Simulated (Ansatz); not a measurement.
This log comes from Ansatz, run on Si (Fd-3m) from a database structure. The geometry is the r2SCAN minimum.

The cell:
```cif
data_structure
_symmetry_space_group_name_H-M 'P 1'
_symmetry_Int_Tables_number 1
_cell_length_a 3.8497
_cell_length_b 3.8497
_cell_length_c 3.8497
_cell_angle_alpha 60.000
_cell_angle_beta 60.000
_cell_angle_gamma 60.000
_cell_volume 40.34
loop_
_atom_site_label
_atom_site_type_symbol
_atom_site_fract_x
_atom_site_fract_y
_atom_site_fract_z
_atom_site_occupancy
Si1 Si 0.25000 0.25000 0.25000 1
Si2 Si 0.00000 0.00000 0.00000 1
```

The log, with set-up remarks and timings taken out:
```
Pseudopotential: Si, paw, valence charge 4, recommended cutoff 420 eV
Crystal: 2 atoms, lattice volume = 40.341 Å³
Basis set: ecut = 420 eV, 749 PW (Γ)
Bands: 8, of which v1, the nominal top of the filled ones, is band 4 counted from 1 (3 counted from 0)
Symmetry: 48 space group operations
Space group: Fd-3m (ITA 227)
k-points: 8 of 64
preconditioner: auto → none  [insulator: Δε(μ)=0.723 eV  ℏωp=16.5 eV]
Free energy (F): -1271.431027 eV
Fermi energy:    6.195167 eV
--- G₀W₀: contour deformation, 8 samples at zero and on the imaginary axis and 2 off it, 64 q-points, 278 empty bands' worth ---
    ik  band        ε_KS         Σx   Σc(E_QP)       V_xc       Z   E_QP_lin       E_QP  E_QP is
     0     3      6.1952   -14.8776     1.0261   -13.2634  0.7624     5.6041     5.6070  root
     0     4      6.1952   -14.8776     1.0261   -13.2634  0.7624     5.6041     5.6070  root
     0     5      8.7346    -6.9414    -4.4630   -11.4622  0.7572     8.7925     8.7924  root
     0     6      8.7346    -6.9414    -4.4630   -11.4622  0.7572     8.7925     8.7924  root
     1     3      5.4365   -14.7789     1.2310   -12.9633  0.7571     4.8485     4.8520  root
     1     4      5.4365   -14.7789     1.2310   -12.9633  0.7571     4.8485     4.8520  root
     1     5      8.1879    -7.7440    -4.4210   -12.2010  0.7639     8.2239     8.2238  root
     1     6      9.6756    -6.6431    -4.7469   -11.4397  0.7511     9.7254     9.7253  root
     2     3      4.9988   -15.0404     1.4833   -12.9508  0.7528     4.3875     4.3925  root
     2     4      4.9988   -15.0404     1.4833   -12.9508  0.7528     4.3875     4.3925  root
     2     5      7.6976    -7.9099    -4.2953   -12.2272  0.7687     7.7195     7.7195  root
     2     6      9.5157    -5.8676    -4.7195   -10.6281  0.7589     9.5567     9.5567  root
     3     3      4.3116   -14.6672     1.6492   -12.4221  0.7457     3.7092     3.7157  root
     3     4      4.3116   -14.6672     1.6492   -12.4221  0.7457     3.7092     3.7157  root
     3     5      7.3146    -6.5083    -4.0710   -10.5314  0.7730     7.2667     7.2667  root
     3     6      9.3100    -5.4654    -4.6813   -10.1201  0.7577     9.2833     9.2833  root
     6     3      3.3538   -15.0158     2.1549   -12.2425  0.7309     2.7280     2.7353  root
     6     4      3.3538   -15.0158     2.1549   -12.2425  0.7309     2.7280     2.7353  root
     6     5      6.9015    -5.9313    -4.0156    -9.8628  0.7786     6.8175     6.8174  root
     6     6      6.9015    -5.9313    -4.0156    -9.8628  0.7786     6.8175     6.8174  root
     7     3      2.3623   -14.2041     2.2963   -11.3022  0.7319     1.7577     1.7567  root
     7     4      2.3623   -14.2041     2.2963   -11.3022  0.7319     1.7577     1.7567  root
     7     5     10.4528    -5.8054    -4.7726   -10.4874  0.7539    10.3623    10.3622  root
     7     6     10.4528    -5.8054    -4.7726   -10.4874  0.7539    10.3623    10.3622  root
```

The points are ik 0 = (0, 0, 0) (Γ), ik 1 = (0, 0, 1/4), ik 2 = (0, 0, -1/2), ik 3 = (0, 1/4, 1/4), ik 6 = (0, -1/2, -1/2), ik 7 = (1/4, -1/2, -1/4); band 4 is the last filled one.

Task: Which of these blocks stood in the input: relax, gw, phonons, dielectric, magnetization (spin_orbit)?

Result: gw. The quasiparticle table needs the gw block.

Task: Which k mesh was typed?

Result: 4×4×4, Γ-centred.

Task: How were the bands filled?

Result: Fixed occupations.

Task: Which functional?

Result: PBE. The lines shown narrow the functional down without fixing it; this is the one that was run.

Command: `ansatz run input.yaml --threads 4 --pin off --max-ram 5529MiB --backend cpu --events-out ev --progress --plain --runs-dir out`. It took 8.5 s on 4 threads of Intel(R) Xeon(R) 6975P-C (Granite Rapids) (shared host); peak host memory 0.52 GiB.

The values are computed, spin-unpolarised, and not measurements.

For so narrow a gap this mesh doesn't settle the screening, and the bands and cutoff are finite.
